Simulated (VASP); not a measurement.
# PtS2 (P-3m1) in VASP: notebook, part 2 of 3

VASP 6.6.1. Earlier steps stand in the parts before.

## (3) Single point, PBE

This run uses another cell than the first one, of 88.02 Å³/atom, 4.820 times its volume.

Input file INCAR:

```
ALGO     = Normal         # electronic algorithm
DIPOL    = 0.5 0.5 0.500
EDIFF    = 1E-8           # SCF threshold, eV
ENCUT    = 750            # plane-wave cutoff, eV
GGA      = PE             # functional
IDIPOL   = 3            
ISIF     = 2              # what is computed and relaxed
ISMEAR   = 0              # smearing method
LASPH    = T              # aspherical terms in the spheres
LCHARG   = F              # write CHGCAR
LDIPOL   = T            
LREAL    = F              # projectors in reciprocal space
LVACPOTAV= T            
LVHAR    = T            
LWAVE    = F              # write WAVECAR
NBANDS   = 22             # bands
NELM     = 120            # most SCF steps
PREC     = Accurate       # precision mode
SIGMA    = 0.05           # smearing width, eV
```

Input file KPOINTS:

```
k-points
0
Gamma
  12 12 1
```

Input file POSCAR:

```
PtS2
1.0
    3.5432000000      0.0000000000      0.0000000000
   -1.7716000000      3.0685012100      0.0000000000
    0.0000000000      0.0000000000     24.2876152000
S Pt
2 1
Direct
    0.6666666667      0.3333333333      0.4529057262
    0.3333333333      0.6666666667      0.5470942738
    0.0000000000      0.0000000000      0.5000000000
```

Potentials or basis: VASP PAW PBE potentials, release 64 (S, Pt).

Run with:

```console
$ cat potpaw_PBE.64/S/POTCAR potpaw_PBE.64/Pt/POTCAR > POTCAR
$ mpirun -np 1 vasp_std > vasp.out
```

OUTCAR:

```text
EDIFF = 1E-8
   ENCUT = 750
   GGA = PE
   ISIF = 2
   ISMEAR = 0
   LASPH = T
   LREAL = F
   NELM = 120
   PREC = Accurate

 ion  position               nearest neighbor table
   1  0.667  0.333  0.453-   3 2.34   3 2.34   3 2.34
   2  0.333  0.667  0.547-   3 2.34   3 2.34   3 2.34
   3  0.000  0.000  0.500-   2 2.34   1 2.34   2 2.34   1 2.34   1 2.34   2 2.34

  LATTYP: Found a hexagonal cell.
 ALAT       =     3.5432000000
 C/A-ratio  =     6.8547118988

  Lattice vectors:

 A1 = (   3.5432000000,   0.0000000000,   0.0000000000)
 A2 = (  -1.7716000000,   3.0685012100,   0.0000000000)
 A3 = (   0.0000000000,   0.0000000000,  24.2876152000)

Analysis of symmetry for initial positions (statically):
=====================================================================
 Subroutine PRICEL returns:
 Original cell was already a primitive cell.

 Routine SETGRP: Setting up the symmetry group for a
 hexagonal supercell.

 Subroutine GETGRP returns: Found 12 space group operations
 (whereof 12 operations were pure point group operations)
 out of a pool of 24 trial point group operations.

The static configuration has the point symmetry D_3d.

Analysis of symmetry for dynamics (positions and initial velocities):
=====================================================================
 Subroutine PRICEL returns:
 Original cell was already a primitive cell.

 Routine SETGRP: Setting up the symmetry group for a
 hexagonal supercell.

 Subroutine GETGRP returns: Found 12 space group operations
 (whereof 12 operations were pure point group operations)
 out of a pool of 24 trial point group operations.

The dynamic configuration has the point symmetry D_3d.

 Subroutine INISYM returns: Found 12 space group operations
 (whereof 12 operations are pure point group operations),
 and found     1 'primitive' translations

----------------------------------------------------------------------------------------
[... 114 lines left out ...]
   GGA     = PE    functional components
   LHFCALC =     F    Hartree Fock is set to
   AEXX    =    0.0000 exact exchange contribution
   IVDW    =     0    specifies the selected vdW correction
   LEPSILON=     F    determine dielectric tensor
   LRPA    =     F    only Hartree local field effects (RPA)
 non-spin polarized calculation
 Gauss-broadening in eV      SIGMA  =   0.05
  energy-cutoff  :      750.00
  volume of cell :      264.06
 maximum number of plane-waves:     12384
 NGX is ok and might be reduce to    32
   NGX = 15   NGY = 15   NGZ =109

 dipolmoment           0.000000      0.000000     -0.000000 electrons x Angstroem

 number of electron      22.0000002 magnetization

 dipolmoment           0.000000      0.000000      0.000000 electrons x Angstroem

 Free energy of the ion-electron system (eV)
  ---------------------------------------------------
  ext. energy  EPLUGINS =         0.00000000
  ---------------------------------------------------
  free energy    TOTEN  =       -15.32299095 eV

  energy without entropy =      -15.32299095  energy(sigma->0) =      -15.32299095

 E-fermi :  -3.4320     XC(G=0):  -2.6461

 val. band max:       -3.6791007000   @ k =   0.1667   0.1667   0.0000
 cond. band min:      -1.9045988577   @ k =   0.2500   0.0000   0.0000
 fundamental gap:      1.7745018423
 Fermi energy:        -3.4319647909

 k-point     1 :       0.0000    0.0000    0.0000
  band No.  band energies     occupation
      1     -18.3572      2.00000
      2     -15.5845      2.00000
      3      -9.9941      2.00000
      4      -9.9941      2.00000
      5      -9.2072      2.00000
      6      -6.9595      2.00000
[... 464 lines left out ...]
     21       7.6648      0.00000
     22       7.6648      0.00000

------------------------ aborting loop because EDIFF is reached ----------------------------------------

 vacuum level on the upper side and lower side of the slab       (xc-potential included)        -0.081        -0.081

  FORCE on cell =-STRESS in cart. coord.  units (eV):
  Direction    XX          YY          ZZ          XY          YZ          ZX
  --------------------------------------------------------------------------------------
  -------------------------------------------------------------------------------------
  Total        3.5101904      3.5101904      3.0970370      0.0000000      0.0000000      0.0000000
  in kB       21.2977842     21.2977842     18.7910107      0.0000000      0.0000000      0.0000000
  external PRESSURE =      20.4621931 kB  Pullay stress =       0.0000000 kB

 VOLUME and BASIS-vectors are now :
 -----------------------------------------------------------------------------
  energy-cutoff  :      750.00
  volume of cell :      264.06
      direct lattice vectors                 reciprocal lattice vectors
     3.543200000  0.000000000  0.000000000     0.282230752  0.162946001  0.000000000
    -1.771600000  3.068501210  0.000000000     0.000000000  0.325892001  0.000000000
     0.000000000  0.000000000 24.287615200     0.000000000  0.000000000  0.041173248

 POSITION                                       TOTAL-FORCE (eV/Angst)
 -----------------------------------------------------------------------------------
      1.77160      1.02283     11.00000        -0.000000     -0.000000     -1.354710
     -0.00000      2.04567     13.28762         0.000000      0.000000      1.354710
      0.00000      0.00000     12.14381         0.000000      0.000000      0.000000
 -----------------------------------------------------------------------------------
    total drift:                                0.000000     -0.000000     -0.000000

  FREE ENERGIE OF THE ION-ELECTRON SYSTEM (eV)
  ---------------------------------------------------
  free  energy   TOTEN  =       -15.3229909524 eV

  energy  without entropy=      -15.3229909524  energy(sigma->0) =      -15.32299095

 vacuum level on the upper side and lower side of the slab         2.548         2.548
```

OSZICAR:

```text
N       E                     dE             d eps       ncg     rms          rms(c)
DAV:   1     0.185230358884E+03    0.18523E+03   -0.87914E+03   836   0.971E+02
DAV:   2     0.410882585503E+01   -0.18112E+03   -0.16384E+03  1158   0.162E+02
DAV:   3    -0.162840343080E+02   -0.20393E+02   -0.20155E+02  1094   0.613E+01
DAV:   4    -0.167355655967E+02   -0.45153E+00   -0.45102E+00  1088   0.105E+01
[... 26 lines left out ...]
DAV:  31    -0.153229908354E+02   -0.96787E-07   -0.26734E-09   832   0.253E-04    0.126E-04
DAV:  32    -0.153229908890E+02   -0.53614E-07   -0.25260E-10   810   0.116E-04    0.183E-04
DAV:  33    -0.153229909278E+02   -0.38778E-07    0.59369E-11   788   0.730E-05    0.170E-04
DAV:  34    -0.153229909467E+02   -0.18874E-07    0.27305E-10   804   0.488E-05    0.551E-05
DAV:  35    -0.153229909524E+02   -0.57757E-08    0.39236E-10   762   0.248E-05
   1 F= -.15322991E+02 E0= -.15322991E+02  d E =-.288515E-13
```

Wall time 8.3 min (1 thread of Intel Xeon Platinum 8259CL at 2.50GHz (Skylake/Cascade Lake), shared host); peak memory 0.58 GiB.

What came out:

* Free energy: -15.3230 eV
* Largest force: 1.355 eV/Å
* Band gap on the k mesh: 1.77 eV, indirect (least direct gap 1.91 eV)
* Ionisation potential of the upper face: 6.23 eV

Forces in eV/Å, atoms in the order of the input:
```
S    0.000  0.000 -1.355
S    0.000  0.000  1.355
Pt   0.000  0.000  0.000
```

Levels at points of the mesh, in eV from the valence-band top:
```csv
k point,band 9,band 10,band 11,band 12,band 13,band 14
"(0.00, 0.00, 0.00)",-0.72,-0.49,-0.49,3.44,3.44,5.41
"(0.50, 0.00, 0.00)",-2.52,-1.80,-1.44,2.92,3.21,5.70
```

Caveat: spin-orbit coupling is left out, which moves the levels of the heavy elements. As with any semilocal functional, this PBE gap is likely too small.

## (4) Single point, PBE

This run uses another cell than the first one, of 88.02 Å³/atom, 4.820 times its volume.

INCAR, as its differences from that of step 3:

```diff
@@ -2,4 +2,4 @@
 DIPOL    = 0.5 0.5 0.500
-EDIFF    = 1E-8           # SCF threshold, eV
-ENCUT    = 750            # plane-wave cutoff, eV
+EDIFF    = 1E-7           # SCF threshold, eV
+ENCUT    = 650            # plane-wave cutoff, eV
 GGA      = PE             # functional
```

Input file KPOINTS:

```
k-points
0
Gamma
  9 9 1
```

POSCAR is that of step 3.

Potentials or basis: VASP PAW PBE potentials, release 64 (S, Pt).

Run with:

```console
$ cat potpaw_PBE.64/S/POTCAR potpaw_PBE.64/Pt/POTCAR > POTCAR
$ mpirun -np 1 vasp_std > vasp.out
```

OUTCAR:

```text
EDIFF = 1E-7
   ENCUT = 650
   GGA = PE
   ISIF = 2
   ISMEAR = 0
   LASPH = T
   LREAL = F
   NELM = 120
   PREC = Accurate

 Found     12 irreducible k-points:

 Following reciprocal coordinates:
            Coordinates               Weight
  0.000000  0.000000  0.000000      1.000000
  0.111111 -0.000000  0.000000      6.000000
  0.222222  0.000000  0.000000      6.000000
  0.333333  0.000000  0.000000      6.000000
  0.444444  0.000000  0.000000      6.000000
  0.111111  0.111111  0.000000      6.000000
   k-points           NKPTS =     12   k-points in BZ     NKDIM =     12   number of bands    NBANDS=     22
   number of dos      NEDOS =    301   number of ions     NIONS =      3
   total plane-waves  NPLWV = 189000
   dimension x,y,z NGX =    30 NGY =   30 NGZ =  210
   dimension x,y,z NGXF=    60 NGYF=   60 NGZF=  420
   ions per type =               2   1
   NGX,Y,Z   is equivalent  to a cutoff of  14.08, 14.08, 14.37 a.u.
   NGXF,Y,Z  is equivalent  to a cutoff of  28.15, 28.15, 28.75 a.u.
 SYSTEM =  unknown system
   PREC   = accura    normal or accurate (medium, high low for compatibility)
   ISTART =      0    job   : 0-new  1-cont  2-samecut
   ICHARG =      2    charge: 1-file 2-atom 10-const
   ISPIN  =      1    spin polarized calculation?
   LNONCOLLINEAR =      F non collinear calculations
   LSORBIT =      F    spin-orbit coupling
[... 61 lines left out ...]

 k-point     1 :       0.0000    0.0000    0.0000
  band No.  band energies     occupation
      1     -18.3570      2.00000
      2     -15.5843      2.00000
      3      -9.9941      2.00000
      4      -9.9941      2.00000
      5      -9.2071      2.00000
      6      -6.9595      2.00000
[... 139 lines left out ...]
     21       5.1914      0.00000
     22       5.6336      0.00000

 [... further k-points ...]

------------------------ aborting loop because EDIFF is reached ----------------------------------------

 vacuum level on the upper side and lower side of the slab       (xc-potential included)        -0.119        -0.119

  FORCE on cell =-STRESS in cart. coord.  units (eV):
  Direction    XX          YY          ZZ          XY          YZ          ZX
  --------------------------------------------------------------------------------------
  -------------------------------------------------------------------------------------
  Total        3.5133892      3.5133892      3.0971584     -0.0000000      0.0000000      0.0000000
  in kB       21.3171926     21.3171926     18.7917469     -0.0000000      0.0000000      0.0000000
  external PRESSURE =      20.4753773 kB  Pullay stress =       0.0000000 kB

 VOLUME and BASIS-vectors are now :
 -----------------------------------------------------------------------------
  energy-cutoff  :      650.00
  volume of cell :      264.06
      direct lattice vectors                 reciprocal lattice vectors
     3.543200000  0.000000000  0.000000000     0.282230752  0.162946001  0.000000000
    -1.771600000  3.068501210  0.000000000     0.000000000  0.325892001  0.000000000
     0.000000000  0.000000000 24.287615200     0.000000000  0.000000000  0.041173248

 POSITION                                       TOTAL-FORCE (eV/Angst)
 -----------------------------------------------------------------------------------
      1.77160      1.02283     11.00000         0.000000      0.000000     -1.354758
     -0.00000      2.04567     13.28762        -0.000000     -0.000000      1.354758
      0.00000      0.00000     12.14381         0.000000      0.000000      0.000000
 -----------------------------------------------------------------------------------
    total drift:                                0.000000     -0.000000      0.000000

  FREE ENERGIE OF THE ION-ELECTRON SYSTEM (eV)
  ---------------------------------------------------
  free  energy   TOTEN  =       -15.3227495507 eV

  energy  without entropy=      -15.3227495507  energy(sigma->0) =      -15.32274955

 vacuum level on the upper side and lower side of the slab         2.548         2.548
```

stdout:

```text
POSCAR found type information on POSCAR S Pt
 POSCAR found :  2 types and       3 ions
 scaLAPACK will be used
 LDA part: xc-table for (Slater+PW92), standard interpolation
 POSCAR, INCAR and KPOINTS ok, starting setup
 FFT: planning ... GRIDC
 FFT: planning ... GRID_SOFT
 FFT: planning ... GRID
 WAVECAR not read
 entering main loop
```

Wall time 4.4 min (1 thread of Intel Xeon Platinum 8259CL at 2.50GHz (Skylake/Cascade Lake), shared host); peak memory 0.47 GiB.

The run converged, but some of its settings lie outside the range that counts as converged, so its numbers aren't taken as properties of the slab.

Results:

```
Free energy                            : -15.3227 eV
Largest force                          : 1.355 eV/Å
Band gap on the k mesh                 : 1.87 eV, indirect (least direct gap 1.92 eV)
Ionisation potential of the upper face : 6.30 eV
```

Caveat: spin-orbit coupling is left out, which moves the levels of the heavy elements.

## (5) Single point, PBE

This run uses another cell than the first one, of 73.52 Å³/atom, 4.026 times its volume.

INCAR, as its differences from that of step 4:

```diff
@@ -3,3 +3,3 @@
 EDIFF    = 1E-7           # SCF threshold, eV
-ENCUT    = 650            # plane-wave cutoff, eV
+ENCUT    = 520            # plane-wave cutoff, eV
 GGA      = PE             # functional
```

KPOINTS is that of step 4.

Input file POSCAR:

```
PtS2
1.0
    3.5432000000      0.0000000000      0.0000000000
   -1.7716000000      3.0685012100      0.0000000000
    0.0000000000      0.0000000000     20.2876152000
S Pt
2 1
Direct
    0.6666666667      0.3333333333      0.4436204015
    0.3333333333      0.6666666667      0.5563795985
    0.0000000000      0.0000000000      0.5000000000
```

Run with:

```console
$ cat potpaw_PBE.64/S/POTCAR potpaw_PBE.64/Pt/POTCAR > POTCAR
$ mpirun -np 1 vasp_std > vasp.out
```

It took 1.8 min on 1 thread of Intel Xeon Platinum 8259CL at 2.50GHz (Skylake/Cascade Lake), shared host; peak memory 0.35 GiB.

These settings aren't checked as converged: the numbers below hold their error.

Results:

| Item | Value |
| --- | --- |
| Free energy | -15.3219 eV |
| Largest force | 1.355 eV/Å |
| Band gap on the k mesh | 1.87 eV, indirect (least direct gap 1.92 eV) |
| Ionisation potential of the upper face | 6.30 eV |

Caveat: spin-orbit coupling is left out, which moves the levels of the heavy elements.

[end of part 2 of 3]
